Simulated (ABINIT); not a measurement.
The system is SnSe2.

```
CELL_PARAMETERS angstrom
3.81100 0.00000 0.00000
-1.90550 3.30042 0.00000
0.00000 0.00000 6.13600
ATOMIC_POSITIONS crystal
Sn 0.00000 0.00000 0.00000
Se 0.66667 0.33333 0.75100
Se 0.33333 0.66667 0.24900
```

Base run:

```yaml
Program: ABINIT 10.8.3 (patched build)
Functional: PBEsol
Potentials_or_basis: PseudoDojo NC SR PBEsol v0.4.1 standard
Cutoff: 1061 eV
k_mesh: 6 × 6 × 4
Occupations: fermi-dirac, width 0.05 eV
Spin: no spin polarisation
```

Its results: band gap on the k mesh 0.72 eV, indirect (least direct gap 0.97 eV); pressure 2.4 GPa; largest force 0.621 eV/Å.

Question: The run is repeated on the same cell with these changes: functional from PBEsol to LDA; potentials or basis from PseudoDojo NC SR PBEsol v0.4.1 standard to PseudoDojo NC SR LDA v0.4.1 standard. What comes out?

Answer: Band gap on the k mesh 0.66 eV, indirect (least direct gap 0.84 eV); pressure 0.6 GPa; largest force 0.486 eV/Å.

Caveats: spin-orbit coupling is left out, which moves the levels of the heavy elements; this functional lacks dispersion, which binds the layers, so the pressure and a relaxed spacing across them are unreliable (some runs).

A k mesh can miss the band edges.
